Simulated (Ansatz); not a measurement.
# Vibrational response of GaAs

Computed with Ansatz, DFT PBE, scalar-relativistic, plane waves, PAW. Plane waves to 420 eV; Γ-centred k mesh 12×12×12; Gaussian smearing of 0.02 eV. No spin polarisation. Phonons by linear response, acoustic sum rule imposed.

Equilibrium structure at this level:
```
CELL_PARAMETERS angstrom
0.00000 2.87269 2.87269
2.87269 0.00000 2.87269
2.87269 2.87269 0.00000
ATOMIC_POSITIONS crystal
Ga 0.00000 0.00000 0.00000
As 0.25000 0.25000 0.25000
```

It was relaxed at this level from a cell as deposited in COD.

Question: Is this structure stable against zone-centre distortions?

Answer: Yes, at Γ: no optical mode is imaginary. Strains and other wave vectors aren't tested by this run.

Question: List the optical modes at Γ (i marks imaginary ones).

Answer:
```json
{"frequency (THz)": "7.55", "degeneracy": "3"}
```
